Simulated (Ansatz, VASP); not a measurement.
## One calculation of Ag, two programs

Contents of INCAR:

```
ALGO = Fast
EDIFF = 1E-6
ENCUT = 520
GGA = PE
ISIF = 2
ISMEAR = 0
LASPH = T
LCHARG = F
LREAL = F
LWAVE = F
NBANDS = 12
NELM = 60
PREC = Accurate
SIGMA = 0.026000000000000002
```

Contents of KPOINTS:

```
k-points
0
Gamma
  11 11 11
```

Contents of POSCAR:

```
Ag
1.0
    0.0000000000      2.0427500000      2.0427500000
    2.0427500000      0.0000000000      2.0427500000
    2.0427500000      2.0427500000      0.0000000000
Ag
1
Direct
    0.0000000000      0.0000000000      0.0000000000
```

File input.yaml:

```yaml
crystal:
  lattice:
    - [0.0, 2.04275, 2.04275]
    - [2.04275, 0.0, 2.04275]
    - [2.04275, 2.04275, 0.0]
  atoms:
    - { symbol: Ag, position: [0.0, 0.0, 0.0] }
kpoints:
  mp_grid: { grid: [11, 11, 11] }
scf:
  occupations: { method: gaussian, width: 0.026 }
hamiltonian:
  xc: pbe
  pseudopotentials: { kind: all_electron, lapw: { basis_error: 0.001 } }
output:
  forces: true
  stress: true
  eigenvalues: true
```

Alike in both runs: task single point; functional PBE; k mesh 11 × 11 × 11; occupations gaussian, width 0.026 eV; no spin polarisation.

|  | VASP | Ansatz |
| --- | --- | --- |
| version | VASP 6.6.1 | Ansatz 0.2.0 |
| potentials or method | VASP PAW PBE potentials, release 64 (Ag) | all-electron LAPW, scalar-relativistic |
| plane-wave cutoff (eV) | 520 | see its input |

Ansatz gave:

```
gap on the k mesh at the Fermi level (eV) : none
pressure (GPa)                            : 4.3
```

**Question.** What did VASP give for the same quantities?

**Answer.** gap on the k mesh at the Fermi level (eV): none; pressure (GPa): 4.2.

A gap of «none» marks a metal or a gap that the smearing closes. Ansatz ran all-electron here, so the differences hold the error of VASP's frozen core and of both bases.
